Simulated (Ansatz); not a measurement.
Relaxing vanadium (fcc)

Method: DFT, LDA (PW92), plane waves (420 eV) with PAW, scalar-relativistic in Ansatz 0.2.0. (PAW data from PBE, frozen cores regenerated.)

k-point mesh 14×14×14, Fermi-Dirac smearing 0.1 eV, no spin polarisation. Cell and atoms relax.

Starting structure:

```cif
data_structure
_symmetry_space_group_name_H-M 'P 1'
_symmetry_Int_Tables_number 1
_cell_length_a 2.6941
_cell_length_b 2.6941
_cell_length_c 2.6941
_cell_angle_alpha 60.000
_cell_angle_beta 60.000
_cell_angle_gamma 60.000
_cell_volume 13.83
loop_
_atom_site_label
_atom_site_type_symbol
_atom_site_fract_x
_atom_site_fract_y
_atom_site_fract_z
_atom_site_occupancy
V1 V 0.00000 0.00000 0.00000 1
```

**Question.** The pressure at the start is -11.2 GPa. By how much does the volume change?

**Answer.** From 13.83 to 12.98 Å³ per atom, -6.1 %. The final cell has a = 3.731 Å.

**Question.** How much energy does the relaxation gain?

**Answer.** 31.0 meV per atom.

Path of the relaxation (the plane waves are chosen anew near the end, which can shift the energy a little):

```json
{"step": "0", "E − E(final) (meV/atom)": "30.96", "V (Å³/atom)": "13.827", "P (GPa)": "-11.21", "max force (eV/Å)": "0.000"}
{"step": "1", "E − E(final) (meV/atom)": "1.15", "V (Å³/atom)": "12.812", "P (GPa)": "2.84", "max force (eV/Å)": "0.000"}
{"step": "2", "E − E(final) (meV/atom)": "-0.28", "V (Å³/atom)": "13.005", "P (GPa)": "-0.24", "max force (eV/Å)": "0.000"}
{"step": "3", "E − E(final) (meV/atom)": "-0.30", "V (Å³/atom)": "12.989", "P (GPa)": "0.00", "max force (eV/Å)": "0.000"}
{"step": "4", "E − E(final) (meV/atom)": "-0.01", "V (Å³/atom)": "12.989", "P (GPa)": "-0.06", "max force (eV/Å)": "0.000"}
{"step": "5", "E − E(final) (meV/atom)": "-0.01", "V (Å³/atom)": "12.985", "P (GPa)": "0.00", "max force (eV/Å)": "0.000"}
{"step": "6", "E − E(final) (meV/atom)": "0.00", "V (Å³/atom)": "12.985", "P (GPa)": "0.00", "max force (eV/Å)": "0.000"}
```
